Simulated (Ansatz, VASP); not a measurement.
# GaP: VASP beside Ansatz, part 2 of 2

One calculation is typed for both programs; each brings its own data sets. How far apart do they land? The cell is taken from a series of runs on this material, whose earlier steps may have relaxed, scaled, displaced or heated it; both programs get it as it stands.

VASP 6.6.1 and Ansatz 0.2.0.

So far: Starting point; VASP: dielectric response, PBE.

**3. Ansatz: dielectric response, PBE**

Level of this step: Ansatz beside VASP: Kohn-Sham DFT, plane waves, PBE (Ansatz).

Ansatz runs on its default PAW (the set named soft_2) files.

The same cell, functional and mesh now go to Ansatz, which takes its cutoff from its data sets.

The input, input.yaml:

```yaml
crystal:
  lattice:
    - [0.0, 2.7525521125, 2.7525521125]
    - [2.7525521125, 0.0, 2.7525521125]
    - [2.7525521125, 2.7525521125, 0.0]
  atoms:
    - { symbol: Ga, position: [0.0, 0.0, 0.0] }
    - { symbol: P, position: [0.75, 0.75, 0.75] }
kpoints:
  mp_grid: { grid: [7, 7, 7] }
scf:
  occupations: { method: fixed }
hamiltonian:
  xc: pbe
  pseudopotentials: { kind: paw }
dielectric: {}
```

Run with:

```console
$ ansatz run input.yaml --threads 2 --pin off --max-ram 4096MiB --backend cpu --events-out ev --progress --plain --runs-dir out
```

Numbers of over 12 decimals in the logs are rounded to 6 here.

The program printed:

```text
Engine: ansatz 0.2.0, x86_64-unknown-linux-gnu
Pseudopotentials: kind: paw
Pseudopotential: Ga, paw, valence charge 13, recommended cutoff 420 eV (normal), Ga.paw.azcp
Pseudopotential: P, paw, valence charge 5, recommended cutoff 420 eV (normal), P.paw.azcp
Functional definition: PBE
  parameter kappa = 0.804
  parameter beta = 0.066725
  exchange = pbe_x(kappa = kappa, mu = beta*pi^2/3)
  correlation = pbe_c(beta = beta)
Crystal: 2 atoms, lattice volume = 41.710 Å³
Basis set: ecut = 420 eV, 869 PW (Γ), exchange–correlation on 54×54×54 points (8 copies of the dense FFT grid, shifted against one another)
Bands: 13, of which v1, the nominal top of the filled ones, is band 9 counted from 1 (8 counted from 0)
Symmetry: 24 space group operations
k-points: 64 of 343 (irreducible under 4 space group operations, time reversal used)
Non-local potential: Ga, projectors of the file, l = 0: 2, l = 1: 2, l = 2: 3, l = 3: 1
Non-local potential: P, projectors of the file, l = 0: 2, l = 1: 2, l = 2: 2
PAW form: soft (Blöchl's): semilocal exchange-correlation on the pseudo side does not see the compensation charge
PAW one-centre angular grid: Ga, 590 points (default); XC on 64 Gauss nodes
PAW one-centre angular grid: P, 110 points (default); XC on 64 Gauss nodes
Initial density: superposition of atomic densities (neutral atoms: chi_scale 0, normalization atom), corrected by the library's trained network
Initial wavefunctions: pseudopotential atomic-orbital guess
Functional: x = pbe(κ = 0.804, μ = 0.219515), c = pbe(β = 0.066725)
SCF iter   1: F=—  HF=-4539.554599 eV  |F-HF|=—  |Δ(HF+E_count)|=         —  Δρ=1.50e-3  dr2=1.26e-3  ethr=1.77e-3  ⟨swp⟩=5.0  Hψ=4386  notcnv=0  defer=118
preconditioner: auto → none  [insulator: Δε(μ)=1.580 eV  Ē_g=15.380 eV  n_scr=14 (ndim 8)  ℏωp=24.4 eV  f_vac=0.016  ε∞_Penn≈3.5]
SCF iter   2: F=—  HF=-4539.553858 eV  |F-HF|=—  |Δ(HF+E_count)|=   7.41e-4  Δρ=1.14e-3  dr2=4.02e-4  ethr=7.02e-6  ⟨swp⟩=2.7  Hψ=2158  notcnv=0  defer=125
SCF iter   3: F=—  HF=-4539.553698 eV  |F-HF|=—  |Δ(HF+E_count)|=   1.60e-4  Δρ=3.57e-4  dr2=4.96e-5  ethr=2.23e-6  ⟨swp⟩=2.0  Hψ=1544  notcnv=0  defer=120
SCF iter   4: F=—  HF=-4539.553747 eV  |F-HF|=—  |Δ(HF+E_count)|=   4.86e-5  Δρ=1.13e-4  dr2=3.74e-6  ethr=2.76e-7  ⟨swp⟩=2.8  Hψ=1509  notcnv=0  defer=115
SCF iter   5: F=—  HF=-4539.553748 eV  |F-HF|=—  |Δ(HF+E_count)|=   4.46e-7  Δρ=2.97e-5  dr2=3.90e-7  ethr=2.08e-8  ⟨swp⟩=2.0  Hψ=1398  notcnv=0  defer=107
SCF iter   6: F=—  HF=-4539.553750 eV  |F-HF|=—  |Δ(HF+E_count)|=   2.03e-6  Δρ=9.52e-6  dr2=2.38e-8  ethr=2.17e-9  ⟨swp⟩=2.0  Hψ=1408  notcnv=0  defer=107
SCF iter   7: F=—  HF=-4539.553750 eV  |F-HF|=—  |Δ(HF+E_count)|=   4.15e-8  Δρ=2.28e-6  dr2=1.04e-9  ethr=1.32e-10  ⟨swp⟩=3.0  Hψ=1612  notcnv=0  defer=107
SCF iter   8: F=-4539.553750 eV  HF=-4539.553750 eV  |F-HF|=5.55e-11  |Δ(HF+E_count)|=  7.80e-10  Δρ=4.89e-7  dr2=4.85e-11  ethr=1.00e-12  ⟨swp⟩=5.1  Hψ=4741  notcnv=0
SCF 1 converged in 8 iterations: F = -4539.553750 eV  dr2 = 4.85e-11
  greatest PAW one-centre occupation: 0.994 electrons in one spin orbital (limit 2), on the Ga atom at site 0 (counted from 0), in its partial waves of l = 2
NSCF: frozen V_eff on 6 k-points
DFPT response loops at Γ: preconditioner auto → none (the input reference at scf.mixing.eps_inf says where Resta's filter doesn't serve); β = 0.50; Broyden in place of MSR1
── the response to a field inside a basis, on 10×10×10 k-points: an SCF that follows is theirs, and a resumed run solves both again ──
Bands: 10, of which v1, the nominal top of the filled ones, is band 9 counted from 1 (8 counted from 0)
k-points: 110
Initial density: handed on by an earlier stage of this run
Initial wavefunctions: pseudopotential atomic-orbital guess (no wavefunctions were taken with the density)
Eigensolver: Dense (110 Hₖ)
SCF iter   1: F=—  HF=-4539.558442 eV  |F-HF|=—  |Δ(HF+E_count)|=         —  Δρ=2.23e-4  dr2=2.69e-5  ethr=1.00e-1
preconditioner: auto → none  [insulator: Δε(μ)=1.638 eV  Ē_g=13.059 eV  n_scr=14 (ndim 8)  ℏωp=24.4 eV  f_vac=0.011  ε∞_Penn≈4.5]
SCF iter   2: F=—  HF=-4539.558435 eV  |F-HF|=—  |Δ(HF+E_count)|=   7.25e-6  Δρ=1.32e-4  dr2=3.62e-6  ethr=1.50e-7
SCF iter   3: F=—  HF=-4539.558435 eV  |F-HF|=—  |Δ(HF+E_count)|=   7.76e-7  Δρ=3.42e-5  dr2=3.36e-7  ethr=2.01e-8
SCF iter   4: F=-4539.558436 eV  HF=-4539.558436 eV  |F-HF|=1.98e-9  |Δ(HF+E_count)|=   1.04e-7  Δρ=2.64e-6  dr2=1.86e-9  ethr=1.87e-9
SCF 1 converged in 4 iterations: F = -4539.558436 eV  dr2 = 1.86e-9
DFPT response loops at Γ: mixed as the last ones told, above
SCF converged after 8 iterations
Free energy (F): -4539.553750 eV
Harris-Foulkes:  -4539.553750 eV  (|F-HF|=5.55e-11)
Internal energy: -4539.553750 eV  (E = F + TS)
E sigma→0 (E₀):  -4539.553750 eV
Fermi energy:    6.715432 eV
--- Per-component energies (eV) ---
  E_band       = -63.668046
  E_kinetic    = 185.406910
  E_local      = -2220.469685  (includes V_loc(G=0)·N_el)
  E_nonlocal   = 458.840858
  E_hartree    = 1025.180400
  E_xc         = -130.312229
  E_vxc        = -118.412191  (∫ρ·V_xc dr)
  E_paw        = -2558.574882  (= ΣΔE_a)
  E_vpaw       = -419.394249  (= ΣTr[D̂ρ^β])
  E_aug_tail   = -0.000086  (compensation charges beyond the density's cutoff)
  E_ewald      = -1299.625034
  E_smearing   = -0.000000  (= −TS)
  E_closure    = 0.000000  (closes the sum)
  Σ components = -4539.553750   (vs F -4539.553750, Δ=0.00e0)
--- Band table (eV; the first three rows and the last of 64) ---
  k-point 0: bands = [... 5 lower, -5.5560, 6.7154, 6.7154, 6.7154, 8.2976, 10.6060, 10.6060, 10.6060]
  k-point 1: bands = [... 5 lower, -5.3030, 4.7741, 6.4404, 6.4404, 9.0150, 11.0246, 11.0246, 11.3231]
  k-point 2: bands = [... 5 lower, -4.6027, 2.3253, 5.9714, 5.9714, 8.6549, 11.4985, 11.4985, 13.4723]
  k-point 63: bands = [... 5 lower, -3.3628, 0.9174, 3.0739, 5.2445, 9.6046, 12.6038, 13.0848, 13.5158]
--- Dielectric response (ions clamped): 3 representative field directions + reference, inside a basis on a mesh of 1000 k-points (Σ response iterations 15) ---
  ε∞ (high-frequency dielectric tensor):
       10.622471     0.000000    -0.000000
        0.000000    10.622471     0.000000
       -0.000000     0.000000    10.622471
  Born effective charges Z* (e; rows j = field, columns β = displacement):
    site 0:
         2.19625   -0.00000    0.00000
        -0.00000    2.19625    0.00000
        -0.00000    0.00000    2.19625
    site 1:
        -2.19625    0.00000   -0.00000
         0.00000   -2.19625   -0.00000
         0.00000   -0.00000   -2.19625
  Z* charge neutrality: 2.716e-4 e pre-enforcement
  solved inside a basis spanned on kpoints, on 10×10×10 k-points transformed towards the longest dipole: ε∞ is read to err by 2.9e-2, Z* by 1.4e-2 e (field_mesh: kpoints solves on kpoints); Z* is corrected for what the basis lacks
```

The column dr2 measures how far the density is from self-consistency, as an energy; F and HF (Harris–Foulkes) agree once it is small.

**4. Differences**

Known differences besides the potentials themselves: fixed occupations in Ansatz, narrow Gaussian smearing in VASP; VASP's response is taken on the typed mesh, Ansatz refines its own for the field response alone; the cutoff is 420 eV in Ansatz and 400 eV in VASP. Total energies have different zeros and are not compared.

Both answers:

| quantity | Ansatz | VASP | difference |
| --- | --- | --- | --- |
| ε∞ xx | 10.62 | 12.31 | -13.69 % |
| ε∞ yy | 10.62 | 12.31 | -13.69 % |
| ε∞ zz | 10.62 | 12.31 | -13.69 % |

**5. Results**

| Item | Value |
| --- | --- |
| difference in ε∞ xx (dielectric response, PBE) | -14 % |

**Reading.** The difference in ε∞ xx is -14 % (dielectric response, PBE), beyond the 5 % picked in this series as the mark of a large difference. What causes the difference of the dielectric response, PBE pair stays open here. Such differences can come from data sets, numerical settings and the points named under the comparisons, not from the functional's error against experiment.

[Lines on the potential files, build, host, timing and source positions are cut from VASP's logs without a mark.]

[Logs are printed without paths, hosts, clocks, repeated set-up lines and the standing remarks that a program may print on its own settings, such as how far it seeks lower states.]

[Hosts, paths, dates, database ids (printed as entryN), source tags and the programs' standing remarks are cut or masked in the printed files.]
